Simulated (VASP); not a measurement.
# TiC in VASP: reference runs

Reference runs on TiC: the cell as given.

Program: VASP 6.6.1. These are calculated values, not measurements. Logs are shortened: lines on timing, memory, paths and dates and some standing lists are left out, and cuts for length are marked.

## (1) The cell of the first run

The cell holds a slab with vacuum, 12 atoms: a = 3.060 Å, b = 3.060 Å, c = 25.820 Å, α = 90.00°, β = 90.00°, γ = 90.00°.

## (2) Single point, PBE (the (1 0 0) slab of TiC, cut from the database cell, not relaxed)

The input, INCAR:

```
  PREC = Accurate
  ENCUT = 520
  EDIFF = 1E-7
  ISMEAR = -1
  SIGMA = 0.05
  LREAL = False
  LASPH = True
  NELM = 100
  ALGO = Normal
  ISIF = 2
  LWAVE = False
  LCHARG = False
  LDIPOL = True
  IDIPOL = 3
  DIPOL = 0.5 0.5 0.500
  GGA = PE
  NBANDS = 60
```

The input, KPOINTS:

```
Automatic mesh
0
Gamma
  9 9 1
```

The input, POSCAR:

```
TiC
1.0
    3.0603581490      0.0000000000      0.0000000000
    0.0000000000      3.0603581490      0.0000000000
    0.0000000000      0.0000000000     25.8200000000
Ti C
6 6
Direct
    0.5000000000      0.5000000000      0.2904725019
    0.0000000000      0.0000000000      0.3742835012
    0.5000000000      0.5000000000      0.4580945004
    0.0000000000      0.0000000000      0.5419054996
    0.5000000000      0.5000000000      0.6257164988
    0.0000000000      0.0000000000      0.7095274981
    0.0000000000      0.0000000000      0.2904725019
    0.5000000000      0.5000000000      0.3742835012
    0.0000000000      0.0000000000      0.4580945004
    0.5000000000      0.5000000000      0.5419054996
    0.0000000000      0.0000000000      0.6257164988
    0.5000000000      0.5000000000      0.7095274981
```

Potentials or basis: VASP PAW PBE potentials, release 64 (Ti_sv, C).

Started as:

```sh
$ cat potpaw_PBE.64/Ti_sv/POTCAR potpaw_PBE.64/C/POTCAR > POTCAR
$ mpirun -np 1 vasp_std > vasp.out
```

OUTCAR:

```text
PREC = Accurate
   ENCUT = 520
   EDIFF = 1E-7
   ISMEAR = -1
   LREAL = False
   LASPH = True
   NELM = 100
   ISIF = 2
   GGA = PE

 ion  position               nearest neighbor table
   1  0.500  0.500  0.290-   7 2.16   7 2.16   7 2.16   7 2.16   8 2.16
   2  0.000  0.000  0.374-   9 2.16   8 2.16   8 2.16   8 2.16   8 2.16   7 2.16
   3  0.500  0.500  0.458-  10 2.16   8 2.16   9 2.16   9 2.16   9 2.16   9 2.16
   4  0.000  0.000  0.542-   9 2.16  11 2.16  10 2.16  10 2.16  10 2.16  10 2.16
   5  0.500  0.500  0.626-  10 2.16  11 2.16  11 2.16  11 2.16  11 2.16  12 2.16
   6  0.000  0.000  0.710-  12 2.16  12 2.16  12 2.16  12 2.16  11 2.16
   7  0.000  0.000  0.290-   1 2.16   1 2.16   1 2.16   1 2.16   2 2.16
   8  0.500  0.500  0.374-   3 2.16   2 2.16   2 2.16   2 2.16   2 2.16   1 2.16
   9  0.000  0.000  0.458-   4 2.16   2 2.16   3 2.16   3 2.16   3 2.16   3 2.16
  10  0.500  0.500  0.542-   3 2.16   5 2.16   4 2.16   4 2.16   4 2.16   4 2.16
  11  0.000  0.000  0.626-   4 2.16   5 2.16   5 2.16   5 2.16   5 2.16   6 2.16
  12  0.500  0.500  0.710-   6 2.16   6 2.16   6 2.16   6 2.16   5 2.16

  LATTYP: Found a simple tetragonal cell.
 ALAT       =     3.0603581490
 C/A-ratio  =     8.4369210213

  Lattice vectors:

 A1 = (   3.0603581490,   0.0000000000,   0.0000000000)
 A2 = (   0.0000000000,   3.0603581490,   0.0000000000)
 A3 = (   0.0000000000,   0.0000000000,  25.8200000000)

Analysis of symmetry for initial positions (statically):
=====================================================================
 Subroutine PRICEL returns:
 Original cell was already a primitive cell.

 Routine SETGRP: Setting up the symmetry group for a
 simple tetragonal supercell.

 Subroutine GETGRP returns: Found 16 space group operations
 (whereof  8 operations were pure point group operations)
 out of a pool of 16 trial point group operations.

The static configuration has the point symmetry C_4v.
 The point group associated with its full space group is D_4h.

Analysis of symmetry for dynamics (positions and initial velocities):
=====================================================================
 Subroutine PRICEL returns:
 Original cell was already a primitive cell.

 Routine SETGRP: Setting up the symmetry group for a
 simple tetragonal supercell.

 Subroutine GETGRP returns: Found 16 space group operations
 (whereof  8 operations were pure point group operations)
 out of a pool of 16 trial point group operations.

The dynamic configuration has the point symmetry C_4v.
 The point group associated with its full space group is D_4h.

 Subroutine INISYM returns: Found 16 space group operations
 (whereof  8 operations are pure point group operations),
 and found     1 'primitive' translations

----------------------------------------------------------------------------------------

                                     Primitive cell

  volume of cell :     241.8247

  direct lattice vectors                    reciprocal lattice vectors
     3.060358149  0.000000000  0.000000000     0.326759141  0.000000000  0.000000000
     0.000000000  3.060358149  0.000000000     0.000000000  0.326759141  0.000000000
     0.000000000  0.000000000 25.820000000     0.000000000  0.000000000  0.038729667

  length of vectors
     3.060358149  3.060358149 25.820000000     0.326759141  0.326759141  0.038729667

  position of ions in fractional coordinates (direct lattice)
     0.500000000  0.500000000  0.290472502
     0.000000000  0.000000000  0.374283501
     0.500000000  0.500000000  0.458094500
     0.000000000  0.000000000  0.541905500
     0.500000000  0.500000000  0.625716499
     0.000000000  0.000000000  0.709527498
     0.000000000  0.000000000  0.290472502
     0.500000000  0.500000000  0.374283501
     0.000000000  0.000000000  0.458094500
     0.500000000  0.500000000  0.541905500
     0.000000000  0.000000000  0.625716499
     0.500000000  0.500000000  0.709527498

  ion indices of the primitive-cell ions
   primitive index   ion index
                 1           1
                 2           2
                 3           3
                 4           4
                 5           5
                 6           6
                 7           7
                 8           8
                 9           9
                10          10
                11          11
                12          12

----------------------------------------------------------------------------------------

[... 29 lines left out ...]
  0.333333  0.000000  0.000000      4.000000
  0.444444  0.000000  0.000000      4.000000
  0.111111  0.111111  0.000000      4.000000
  0.222222  0.111111  0.000000      8.000000
  0.333333  0.111111  0.000000      8.000000
  0.444444  0.111111  0.000000      8.000000
  0.222222  0.222222  0.000000      4.000000
  0.333333  0.222222  0.000000      8.000000
  0.444444  0.222222  0.000000      8.000000
  0.333333  0.333333  0.000000      4.000000
  0.444444  0.333333  0.000000      8.000000
  0.444444  0.444444  0.000000      4.000000
   k-points           NKPTS =     15   k-points in BZ     NKDIM =     15   number of bands    NBANDS=     60
   number of dos      NEDOS =    301   number of ions     NIONS =     12
   total plane-waves  NPLWV = 110592
   dimension x,y,z NGX =    24 NGY =   24 NGZ =  192
   dimension x,y,z NGXF=    48 NGYF=   48 NGZF=  384
   ions per type =               6   6
   NGX,Y,Z   is equivalent  to a cutoff of  13.04, 13.04, 12.36 a.u.
   NGXF,Y,Z  is equivalent  to a cutoff of  26.07, 26.07, 24.72 a.u.
 SYSTEM =  unknown system
   PREC   = accura    normal or accurate (medium, high low for compatibility)
   ISTART =      0    job   : 0-new  1-cont  2-samecut
   ICHARG =      2    charge: 1-file 2-atom 10-const
   ISPIN  =      1    spin polarized calculation?
   LNONCOLLINEAR =      F non collinear calculations
   LSORBIT =      F    spin-orbit coupling
   LASPH  =      T    aspherical Exc in radial PAW
   ENCUT  =  520.0 eV  38.22 Ry    6.18 a.u.   5.69  5.69 48.01*2*pi/ulx,y,z
   NELM   =    100;   NELMIN=  2; NELMDL= -5     # of ELM steps
   EDIFF  = 0.1E-06   stopping-criterion for ELM
   LREAL  =      F    real-space projection
   EDIFFG = 0.1E-05   stopping-criterion for IOM
   NSW    =      0    number of steps for IOM
   IBRION =     -1    ionic relax: 0-MD 1-quasi-New 2-CG
   NFREE  =      0    steps in history (QN), initial steepest desc. (CG)
   ISIF   =      2    stress and relaxation
   ISYM   =      2    0-nonsym 1-usesym 2-fastsym
   POTIM  = 0.5000    time-step for ionic-motion
   TEBEG  =    0.0;   TEEND  =   0.0 temperature during run
   PSTRESS=    0.0 pullay stress
   NELECT =      96.0000    total number of electrons
   NUPDOWN=      -1.0000    fix difference up-down
   EMIN   =  10.00;   EMAX   =-10.00  energy-range for DOS
   EFERMI =   0.00;   METHOD = LEGACY
   ISMEAR =    -1;   SIGMA  =   0.05  broadening in eV -4-tet -1-fermi 0-gaus
   EFERMI_NEDOS =   21; number of points for ismear=-14 and -15
   IALGO  =     38    algorithm
   IMIX   =      4    mixing-type and parameters
     AMIX     =   0.40;   BMIX     =  1.00
     AMIX_MAG =   1.60;   BMIX_MAG =  1.00
  volume/ion in A,a.u.               =      20.15       135.99
  Fermi-wavevector in a.u.,A,eV,Ry     =   1.203183  2.273686 19.696462  1.447649
  Thomas-Fermi vector in A             =   2.338943
   LORBIT       =      0    0 simple, 1 ext, 2 COOP (PROOUT), +10 PAW based schemes
   GGA     = PE    functional components
   LHFCALC =     F    Hartree Fock is set to
   AEXX    =    0.0000 exact exchange contribution
   IVDW    =     0    specifies the selected vdW correction
   LEPSILON=     F    determine dielectric tensor
   LRPA    =     F    only Hartree local field effects (RPA)
 non-spin polarized calculation
  energy-cutoff  :      520.00
  volume of cell :      241.82
 maximum number of plane-waves:      6548
 NGX is ok and might be reduce to    24
   NGX = 11   NGY = 11   NGZ = 97

 dipolmoment           0.000000      0.000000     -0.000000 electrons x Angstroem

 number of electron      96.0000030 magnetization

 dipolmoment           0.000000      0.000000      0.000000 electrons x Angstroem

 Free energy of the ion-electron system (eV)
  ---------------------------------------------------
  ext. energy  EPLUGINS =         0.00000000
  ---------------------------------------------------
  free energy    TOTEN  =      -110.20787826 eV

  energy without entropy =     -110.19399169  energy(sigma->0) =     -110.20093497

 E-fermi :   2.7168     XC(G=0):  -7.1099

 val. band max:        2.6819710001   @ k =   0.1111   0.0000   0.0000
 cond. band min:       2.7874946804   @ k =   0.0000   0.0000   0.0000
 fundamental gap:      0.1055236803
 Fermi energy:         2.7167870112

 k-point     1 :       0.0000    0.0000    0.0000
  band No.  band energies     occupation
      1     -53.8818      2.00000
      2     -53.8814      2.00000
      3     -53.8405      2.00000
      4     -53.8061      2.00000
      5     -53.7729      2.00000
      6     -53.7588      2.00000
[... 934 lines left out ...]
     59       5.9569      0.00000
     60       6.0480      0.00000

------------------------ aborting loop because EDIFF is reached ----------------------------------------

 vacuum level on the upper side and lower side of the slab       (xc-potential included)        -0.116        -0.116

  FORCE on cell =-STRESS in cart. coord.  units (eV):
  Direction    XX          YY          ZZ          XY          YZ          ZX
  --------------------------------------------------------------------------------------
  -------------------------------------------------------------------------------------
  Total       -3.8240655     -3.8240655     -1.6756656      0.0000000      0.0000000      0.0000000
  in kB      -25.3358311    -25.3358311    -11.1018966      0.0000000      0.0000000      0.0000000
  external PRESSURE =     -20.5911863 kB  Pullay stress =       0.0000000 kB

 VOLUME and BASIS-vectors are now :
 -----------------------------------------------------------------------------
  energy-cutoff  :      520.00
  volume of cell :      241.82
      direct lattice vectors                 reciprocal lattice vectors
     3.060358149  0.000000000  0.000000000     0.326759141  0.000000000  0.000000000
     0.000000000  3.060358149  0.000000000     0.000000000  0.326759141  0.000000000
     0.000000000  0.000000000 25.820000000     0.000000000  0.000000000  0.038729667

 POSITION                                       TOTAL-FORCE (eV/Angst)
 -----------------------------------------------------------------------------------
      1.53018      1.53018      7.50000         0.000000     -0.000000      1.414906
      0.00000      0.00000      9.66400         0.000000      0.000000      0.258945
      1.53018      1.53018     11.82800        -0.000000     -0.000000      0.048393
      0.00000      0.00000     13.99200         0.000000      0.000000     -0.048393
      1.53018      1.53018     16.15600         0.000000     -0.000000     -0.258945
      0.00000      0.00000     18.32000         0.000000      0.000000     -1.414906
      0.00000      0.00000      7.50000         0.000000      0.000000     -1.011941
      1.53018      1.53018      9.66400         0.000000     -0.000000     -0.644760
      0.00000      0.00000     11.82800         0.000000      0.000000     -0.156059
      1.53018      1.53018     13.99200         0.000000      0.000000      0.156059
      0.00000      0.00000     16.15600         0.000000      0.000000      0.644760
      1.53018      1.53018     18.32000         0.000000     -0.000000      1.011941
 -----------------------------------------------------------------------------------
    total drift:                                0.000000     -0.000000      0.000000

  FREE ENERGIE OF THE ION-ELECTRON SYSTEM (eV)
  ---------------------------------------------------
  free  energy   TOTEN  =      -110.2078782575 eV

  energy  without entropy=     -110.1939916852  energy(sigma->0) =     -110.20093497

 vacuum level on the upper side and lower side of the slab         6.711         6.711
```

Run time: 14 min. Hardware: 1 thread of AMD EPYC, shared host; peak memory 0.37 GiB.

Results:

```
Free energy            : -110.2079 eV
Largest force          : 1.415 eV/Å
Band gap on the k mesh : none (metal or under the smearing width)
```

Forces on the atoms (eV/Å):
```
Ti   0.000  0.000  1.415
Ti   0.000  0.000  0.259
Ti   0.000  0.000  0.048
Ti   0.000  0.000 -0.048
Ti   0.000  0.000 -0.259
Ti   0.000  0.000 -1.415
C    0.000  0.000 -1.012
C    0.000  0.000 -0.645
C    0.000  0.000 -0.156
C    0.000  0.000  0.156
C    0.000  0.000  0.645
C    0.000  0.000  1.012
```

Levels at points of the mesh, in eV from the Fermi level:
```
           k point  band 44  band 45  band 46  band 47  band 48  band 49  band 50  band 51  band 52  band 53
(0.00, 0.00, 0.00)    -0.17    -0.05    -0.05     0.07     0.07     0.31     0.44     0.44     0.62     1.34
```
